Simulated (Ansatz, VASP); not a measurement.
## SnTe in VASP and in Ansatz

INCAR

```
PREC = Accurate
ENCUT = 520
EDIFF = 1E-6
ISMEAR = -1
SIGMA = 0.04
LREAL = F
LASPH = T
NELM = 60
ALGO = Normal
ISIF = 2
LWAVE = F
LCHARG = F
GGA = PE
NBANDS = 17
```

Contents of KPOINTS:

```
Automatic mesh
0
Gamma
  4 4 4
```

The input POSCAR:

```
SnTe
1.0
    0.0000000000      3.1508500000      3.1508500000
    3.1508500000      0.0000000000      3.1508500000
    3.1508500000      3.1508500000      0.0000000000
Te Sn
1 1
Direct
    0.5000000000      0.5000000000      0.5000000000
    0.0000000000      0.0000000000      0.0000000000
```

The input input.yaml:

```yaml
crystal:
  lattice:
    - [0.0, 3.15085, 3.15085]
    - [3.15085, 0.0, 3.15085]
    - [3.15085, 3.15085, 0.0]
  atoms:
    - { symbol: Te, position: [0.5, 0.5, 0.5] }
    - { symbol: Sn, position: [0.0, 0.0, 0.0] }
kpoints:
  mp_grid: { grid: [4, 4, 4] }
scf:
  occupations: { method: fermi_dirac, width: 0.04 }
hamiltonian:
  xc: pbe
  pseudopotentials: { kind: all_electron, lapw: { basis_error: 0.004 } }
output:
  forces: true
  stress: true
  eigenvalues: true
```

Alike in both runs: task single point; functional PBE; k mesh 4 × 4 × 4; occupations fermi-dirac, width 0.04 eV; no spin polarisation.

|  | VASP | Ansatz |
| --- | --- | --- |
| version | VASP 6.6.1 | Ansatz 0.2.0 |
| potentials or method | VASP PAW PBE potentials, release 64 (Te, Sn_d) | all-electron LAPW, scalar-relativistic |
| plane-wave cutoff (eV) | 520 | see its input |

Ansatz gave:

| Quantity | Value |
| --- | --- |
| gap on the k mesh at the Fermi level (eV) | 0.10 |
| least direct gap on the mesh (eV) | 0.10 |
| pressure (GPa) | 1.8 |

Q: Which values does VASP return?

A: gap on the k mesh at the Fermi level (eV): 0.10; least direct gap on the mesh (eV): 0.10; pressure (GPa): 1.7.

Ansatz ran all-electron here, so the differences hold the error of VASP's frozen core and of both bases.

Caveats: the k mesh is coarse (spacing up to 0.43 Å⁻¹), so the values aren't converged; spin-orbit coupling is left out, which moves the levels of the heavy elements (VASP).
